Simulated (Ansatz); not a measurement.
# MoS2 (R-3m) in Ansatz: notebook

One crystal, MoS2, is run at these levels: LDA; tasks: single point, equation of state.

All numbers are computed with Ansatz 0.2.0; they aren't measurements. Logs are shortened: lines on timing, memory, paths and dates and some standing lists are left out, and cuts for length are marked.

## 1. The structure

The structure is trigonal, space group R-3m (No. 166). Conventional cell: a = 3.171 Å, b = 3.171 Å, c = 18.345 Å, α = 90.00°, β = 90.00°, γ = 120.00°. Mo (site symmetry -3m) has 6 S at 2.39 Å as nearest neighbours. S (site symmetry 3m) is surrounded by 3 Mo at 2.39 Å.

Measurements of this composition are mostly on another form, of space group No. 194.

## 2. Single point, LDA, 16.68 Å³/atom (volume scaled by 0.94)

File input.yaml:

```yaml
crystal:
  lattice:
    - [1.5531337754, 0.8967022033, 5.9901657895]
    - [-1.5531337754, 0.8967022033, 5.9901657895]
    - [0.0, -1.7934044066, 5.9901657895]
  atoms:
    - { symbol: Mo, position: [0.0, 0.0, 0.0] }
    - { symbol: S, position: [0.25, 0.25, 0.25] }
    - { symbol: S, position: [0.75, 0.75, 0.75] }
kpoints:
  mp_grid: { grid: [10, 10, 10] }
scf:
  occupations: { method: fermi_dirac, width: 0.05 }
hamiltonian:
  xc: lda
  pseudopotentials: { kind: all_electron, lapw: { basis_error: 0.002 } }
output:
  forces: true
  stress: true
  eigenvalues: true
```

Potentials or basis: all-electron LAPW, scalar-relativistic.

The run is started by

```sh
$ ansatz run input.yaml --threads 2 --pin off --max-ram 8192MiB --backend cpu --events-out ev --progress --plain --runs-dir out
```

Log:

```text
Warning: RAYON_NUM_THREADS=2 ignored (pool sized by the plan → 2); use --threads N
LAPW: plane waves up to 8.220 Å⁻¹, error target 2.0e-3 eV per atom; small_component_spin mean_spin; S in spheres of 1.036 Å, 14 of its electrons in bands, Dirac shells []; Mo in spheres of 1.300 Å, 30 of its electrons in bands, Dirac shells [] (how accurate: hamiltonian.pseudopotentials.lapw.basis_error, Limitations)
Engine: ansatz 0.2.0, x86_64-unknown-linux-gnu
Pseudopotentials: kind: all_electron
Pseudopotential: Mo, LAPW, valence charge 30, lapw/all_electron/scalar/gaussian/Mo, Koelling and Harmon's equation, gaussian nucleus
Pseudopotential: S, LAPW, valence charge 14, lapw/all_electron/scalar/gaussian/S, Koelling and Harmon's equation, gaussian nucleus
Functional definition: SPW92
  exchange = slater_x
  correlation = pw_c
Crystal: 3 atoms, lattice volume = 50.055 Å³
Basis set: ecut = 257.4209362701316 eV, 453 PW (Γ), FFT grids on a1−a3, a2−a3, a3, exchange–correlation at level 2
Bands: 35, of which v1, the nominal top of the filled ones, is band 29 counted from 1 (28 counted from 0)
Symmetry: 12 space group operations
Space group: R-3m (ITA 166), of the structure as read, at distance tolerance 3.7e-5 Å
k-points: 116 of 1000
Non-local potential: Mo, projectors of the file, none
Non-local potential: S, projectors of the file, none
Initial density: superposition of atomic densities (chi_scale 0.1, normalization cell, long waves kept (reshape's long-wave potential 0.13 eV rms))
Initial wavefunctions: plane waves of lowest kinetic energy (no species holds an atomic orbital)
Functional: x = slater, c = lda
iter 1 solved again at ethr=4.91e-3 eV; its pass at ethr=1.00e-1 eV (dr2=2.85e0 eV) is discarded
SCF iter   1: F=—  HF=-131728.595748 eV  |F-HF|=—  |Δ(HF+E_count)|=         —  Δρ=6.59e-2  dr2=2.85e0  ethr=4.91e-3  ⟨swp⟩=2.0  Hψ=27158  notcnv=0
preconditioner: auto → LDOS  [metal: Δε(μ)=0.096 eV  Ē_g=10.643 eV  σ=0.050 eV  W_gap=0.40  n_scr=22 (ndim 8)  ℏωp=22.3 eV  f_vac=0.071  D(μ)=0.63/eV (n_scr^D=2)  β→1.0]
SCF iter   2: F=—  HF=-131728.495460 eV  |F-HF|=—  |Δ(HF+E_count)|=   1.00e-1  Δρ=6.16e-2  dr2=3.59e0  ethr=4.91e-3  ⟨swp⟩=3.0  Hψ=12993  notcnv=0
iter 3 solved again at ethr=1.51e-4 eV; its pass at ethr=4.91e-3 eV (dr2=8.74e-2 eV) is discarded
SCF iter   3: F=—  HF=-131727.310562 eV  |F-HF|=—  |Δ(HF+E_count)|=    1.18e0  Δρ=9.58e-3  dr2=8.70e-2  ethr=1.51e-4  ⟨swp⟩=2.0  Hψ=19744  notcnv=0
SCF iter   4: F=—  HF=-131727.289342 eV  |F-HF|=—  |Δ(HF+E_count)|=         —  Δρ=2.30e-3  dr2=4.88e-3  ethr=1.50e-4  ⟨swp⟩=2.1  Hψ=12055  notcnv=0
the basis was enlarged: its passes take 106.5 KiB over the memory plan, 2 of 2 planned eigensolver slots
SCF iter   5: F=—  HF=-131727.287293 eV  |F-HF|=—  |Δ(HF+E_count)|=   2.05e-3  Δρ=2.78e-4  dr2=3.85e-5  ethr=8.41e-6  ⟨swp⟩=3.0  Hψ=12290  notcnv=0
SCF iter   6: F=—  HF=-131727.287270 eV  |F-HF|=—  |Δ(HF+E_count)|=   2.25e-5  Δρ=5.52e-5  dr2=1.37e-6  ethr=6.64e-8  ⟨swp⟩=2.2  Hψ=11474  notcnv=0
SCF iter   7: F=—  HF=-131727.287270 eV  |F-HF|=—  |Δ(HF+E_count)|=   3.57e-8  Δρ=1.46e-5  dr2=1.69e-7  ethr=2.37e-9  ⟨swp⟩=2.0  Hψ=11439  notcnv=0
SCF iter   8: F=-131727.287270 eV  HF=-131727.287270 eV  |F-HF|=4.83e-9  |Δ(HF+E_count)|=   1.24e-8  Δρ=2.76e-6  dr2=5.62e-9  ethr=2.91e-10  ⟨swp⟩=2.0  Hψ=11436  notcnv=0
SCF 1 converged in 8 iterations: F = -131727.287270 eV  dr2 = 5.62e-9
SCF converged after 8 iterations
Free energy (F): -131727.287270 eV
Harris-Foulkes:  -131727.287270 eV  (|F-HF|=4.83e-9)
Internal energy: -131727.281305 eV  (E = F + TS)
E sigma→0 (E₀):  -131727.284288 eV
Entropy (-TS):   -0.005965 eV (-1.988 meV/atom)
Fermi energy:    13.469239 eV
--- Per-component energies (eV) ---
  E_band       = -6739.982359
  E_kinetic    = 135776.776779
  E_xc         = -4589.123782
  E_electrostatic = -262914.934302  (all electrons and nuclei)
  E_smearing   = -0.005965  (= −TS)
  E_closure    = 0.000000  (closes the sum)
  E_atoms      = -131703.743104  (free atoms, spherical and without spin; not in F)
  Σ components = -131727.287270   (vs F -131727.287270, Δ=0.00e0)
  Basis errors (estimates in eV, not in F): energy 9.0e-4 per atom: plane waves 8.4e-4 (4.9e-4 summed), levels above the bands 3.6e-66, relativity 6.3e-9, radial functions 6.5e-5, core shells 6.9e-7; eigenvalues (radial functions only) 3.0e-6; not estimated: angular momenta, meshes, grids; target (lapw.basis_error) 2.0e-3; muffin-tin radii S 1.036 Å, Mo 1.300 Å
--- Forces (eV/Å), atoms counted from 1 ---
  atom   1  Mo    -0.00000000    -0.00000000     0.00000000
  atom   2  S     -0.00000000    -0.00000000    -1.77140035
  atom   3  S      0.00000000     0.00000000     1.77140035
  max |Σ_I F_I| component: 5.42e-19 eV/Å
--- Stress (GPa, compression-positive) ---
        8.872471       0.000000       0.000000
        0.000000       8.872471       0.000000
        0.000000       0.000000      15.248020
  P = ⅓ Tr σ = 10.9977 GPa (109.977 kbar)
--- Band table (eV; the first three rows and the last of 116) ---
  k-point 0: bands = ["-362.4177", "-362.4177", "-362.3934", "-204.9873", "-204.9873", "-204.9620", "-204.9620", "-204.9586", "-191.7111", "-191.7111", "-137.4238", "-137.4238", "-137.4238", "-137.4238", "-137.3729", "-137.3729", "-48.1794", "-22.3951", "-22.2092", "-22.2092", "-2.1399", "-0.2652", "5.8972", "8.9237", "8.9237", "11.6304", "11.9851", "12.2550", "12.2550", "13.2691", "13.2691", "17.0965", "17.0965", "19.4828", "20.6116"]
  k-point 1: bands = ["-362.4177", "-362.4177", "-362.3934", "-204.9873", "-204.9873", "-204.9620", "-204.9620", "-204.9586", "-191.7111", "-191.7111", "-137.4238", "-137.4238", "-137.4238", "-137.4238", "-137.3729", "-137.3729", "-48.1742", "-22.3848", "-22.2594", "-22.2204", "-1.9573", "-0.2443", "6.1239", "8.5330", "9.0257", "11.3361", "11.7462", "11.7534", "12.1835", "13.4524", "13.7899", "16.5526", "16.9616", "20.2680", "21.1525"]
  k-point 2: bands = ["-362.4177", "-362.4177", "-362.3934", "-204.9873", "-204.9873", "-204.9620", "-204.9620", "-204.9586", "-191.7111", "-191.7111", "-137.4239", "-137.4238", "-137.4238", "-137.4238", "-137.3729", "-137.3729", "-48.1605", "-22.3896", "-22.3573", "-22.2496", "-1.4529", "-0.1764", "6.6750", "7.9939", "9.1864", "9.6990", "11.2587", "11.6775", "12.0036", "13.7781", "14.3191", "16.3311", "16.8263", "20.7342", "21.7486"]
  k-point 115: bands = ["-362.4177", "-362.4177", "-362.3934", "-204.9873", "-204.9873", "-204.9620", "-204.9620", "-204.9586", "-191.7111", "-191.7111", "-137.4238", "-137.4238", "-137.4238", "-137.4238", "-137.3730", "-137.3730", "-48.1794", "-22.3953", "-22.2092", "-22.2092", "-1.8494", "-0.7601", "6.9919", "8.9407", "8.9407", "9.2501", "12.2667", "12.2667", "13.1571", "13.1571", "13.4595", "17.2275", "17.2275", "19.2531", "21.8614"]
```

Wall time 7.3 s (2 threads of AMD EPYC 9R45 (Zen 5), shared host); peak memory 0.61 GiB.

Results:

```yaml
Free_energy: -131727.2873 eV
Pressure: 11.0 GPa
Largest_force: 1.771 eV/Å
Band_gap_on_the_k_mesh: none (metal or under the smearing width)
```

Caveat: the cell's inner coordinates are idealised or old, which leaves forces on the atoms.

## 3. Single point, LDA, 17.04 Å³/atom (volume scaled by 0.96)

input.yaml, as its differences from that of step 2:

```diff
@@ -2,5 +2,5 @@
   lattice:
-    - [1.5531337754, 0.8967022033, 5.9901657895]
-    - [-1.5531337754, 0.8967022033, 5.9901657895]
-    - [0.0, -1.7934044066, 5.9901657895]
+    - [1.5640716975, 0.9030172156, 6.0323514456]
+    - [-1.5640716975, 0.9030172156, 6.0323514456]
+    - [0.0, -1.8060344312, 6.0323514456]
   atoms:
```

Potentials or basis: all-electron LAPW, scalar-relativistic.

The run is started by

```sh
$ ansatz run input.yaml --threads 2 --pin off --max-ram 8192MiB --backend cpu --events-out ev --progress --plain --runs-dir out
```

Wall time 7.8 s (2 threads of AMD EPYC 9R45 (Zen 5), shared host); peak memory 0.6 GiB.

The run converged. Its results:

```yaml
Free_energy: -131727.3467 eV
Pressure: 7.0 GPa
Largest_force: 1.343 eV/Å
Band_gap_on_the_k_mesh: none (metal or under the smearing width)
```

Caveat: the cell's inner coordinates are idealised or old, which leaves forces on the atoms.

## 4. Single point, LDA, 17.39 Å³/atom (volume scaled by 0.98)

input.yaml, as its differences from that of step 3:

```diff
@@ -2,5 +2,5 @@
   lattice:
-    - [1.5640716975, 0.9030172156, 6.0323514456]
-    - [-1.5640716975, 0.9030172156, 6.0323514456]
-    - [0.0, -1.8060344312, 6.0323514456]
+    - [1.5748587398, 0.9092451173, 6.073955184]
+    - [-1.5748587398, 0.9092451173, 6.073955184]
+    - [0.0, -1.8184902347, 6.073955184]
   atoms:
```

The run is started by

```sh
$ ansatz run input.yaml --threads 2 --pin off --max-ram 8192MiB --backend cpu --events-out ev --progress --plain --runs-dir out
```

Wall time 7.8 s (2 threads of AMD EPYC 9R45 (Zen 5), shared host); peak memory 0.6 GiB.

The run converged. Its results:

- Free energy: -131727.3809 eV
- Pressure: 3.4 GPa
- Largest force: 0.947 eV/Å
- Band gap on the k mesh: none (metal or under the smearing width)

Caveat: the cell's inner coordinates are idealised or old, which leaves forces on the atoms.

## 5. Single point, LDA, 17.75 Å³/atom

input.yaml, as its differences from that of step 4:

```diff
@@ -2,5 +2,5 @@
   lattice:
-    - [1.5748587398, 0.9092451173, 6.073955184]
-    - [-1.5748587398, 0.9092451173, 6.073955184]
-    - [0.0, -1.8184902347, 6.073955184]
+    - [1.5855, 0.9153888518, 6.1149966667]
+    - [-1.5855, 0.9153888518, 6.1149966667]
+    - [0.0, -1.8307777036, 6.1149966667]
   atoms:
```

The run is started by

```sh
$ ansatz run input.yaml --threads 2 --pin off --max-ram 8192MiB --backend cpu --events-out ev --progress --plain --runs-dir out
```

Wall time 7.8 s (2 threads of AMD EPYC 9R45 (Zen 5), shared host); peak memory 0.6 GiB.

Results (log left out):

| Quantity | Value |
| --- | --- |
| Free energy | -131727.3923 eV |
| Pressure | 0.1 GPa |
| Largest force | 0.580 eV/Å |
| Band gap on the k mesh | none (metal or under the smearing width) |

Caveat: the cell's inner coordinates are idealised or old, which leaves forces on the atoms.

## 6. Single point, LDA, 18.10 Å³/atom (volume scaled by 1.02)

input.yaml, as its differences from that of step 5:

```diff
@@ -2,5 +2,5 @@
   lattice:
-    - [1.5855, 0.9153888518, 6.1149966667]
-    - [-1.5855, 0.9153888518, 6.1149966667]
-    - [0.0, -1.8307777036, 6.1149966667]
+    - [1.596000306, 0.9214512063, 6.1554945136]
+    - [-1.596000306, 0.9214512063, 6.1554945136]
+    - [0.0, -1.8429024126, 6.1554945136]
   atoms:
```

Potentials or basis: all-electron LAPW, scalar-relativistic.

The run is started by

```sh
$ ansatz run input.yaml --threads 2 --pin off --max-ram 8192MiB --backend cpu --events-out ev --progress --plain --runs-dir out
```

It took 7.7 s on 2 threads of AMD EPYC 9R45 (Zen 5), shared host; peak memory 0.6 GiB.

Results (log left out):

| Item | Value |
| --- | --- |
| Free energy | -131727.3833 eV |
| Pressure | -2.8 GPa |
| Largest force | 0.239 eV/Å |
| Band gap on the k mesh | none (metal or under the smearing width) |

Caveat: the cell's inner coordinates are idealised or old, which leaves forces on the atoms.

## 7. Single point, LDA, 18.46 Å³/atom (volume scaled by 1.04)

input.yaml, as its differences from that of step 6:

```diff
@@ -2,5 +2,5 @@
   lattice:
-    - [1.596000306, 0.9214512063, 6.1554945136]
-    - [-1.596000306, 0.9214512063, 6.1554945136]
-    - [0.0, -1.8429024126, 6.1554945136]
+    - [1.6063642348, 0.9274348234, 6.1954663772]
+    - [-1.6063642348, 0.9274348234, 6.1954663772]
+    - [0.0, -1.8548696467, 6.1954663772]
   atoms:
```

The run is started by

```sh
$ ansatz run input.yaml --threads 2 --pin off --max-ram 8192MiB --backend cpu --events-out ev --progress --plain --runs-dir out
```

It took 7.4 s on 2 threads of AMD EPYC 9R45 (Zen 5), shared host; peak memory 0.6 GiB.

It converged, with:

- Free energy: -131727.3559 eV
- Pressure: -5.4 GPa
- Largest force: 0.077 eV/Å
- Band gap on the k mesh: none (metal or under the smearing width)

Caveat: the cell's inner coordinates are idealised or old, which leaves forces on the atoms.

## 8. Single point, LDA, 18.81 Å³/atom (volume scaled by 1.06)

input.yaml, as its differences from that of step 7:

```diff
@@ -2,5 +2,5 @@
   lattice:
-    - [1.6063642348, 0.9274348234, 6.1954663772]
-    - [-1.6063642348, 0.9274348234, 6.1954663772]
-    - [0.0, -1.8548696467, 6.1954663772]
+    - [1.61659613, 0.9333422108, 6.2349290104]
+    - [-1.61659613, 0.9333422108, 6.2349290104]
+    - [0.0, -1.8666844216, 6.2349290104]
   atoms:
```

The run is started by

```sh
$ ansatz run input.yaml --threads 2 --pin off --max-ram 8192MiB --backend cpu --events-out ev --progress --plain --runs-dir out
```

Wall time 7.6 s (2 threads of AMD EPYC 9R45 (Zen 5), shared host); peak memory 0.6 GiB.

It converged, with:

* Free energy: -131727.3120 eV
* Pressure: -7.7 GPa
* Largest force: 0.370 eV/Å
* Band gap on the k mesh: none (metal or under the smearing width)

Caveat: the cell's inner coordinates are idealised or old, which leaves forces on the atoms.

## 9. Equation of state, LDA

Potentials or basis: all-electron LAPW, scalar-relativistic.

No new run: the results of the series are fitted here.

Results:

- Equilibrium volume: 17.76 Å³/atom
- Bulk modulus at fixed shape and positions: 153 GPa
- Pressure derivative of the bulk modulus: 4.4

Energy against volume, from the lowest point:
```
volume (Å³/atom)  energy (meV/atom)
          16.685              35.01
          17.040              15.18
          17.395               3.80
          17.750               0.00
          18.105               3.01
          18.460              12.14
          18.815              26.76
```

Caveat: the cell was scaled at fixed shape and fractional positions, which overstates the stiffness of a crystal with free parameters, most of all of layers and chains; the cell's inner coordinates are idealised or old, which leaves forces on the atoms.
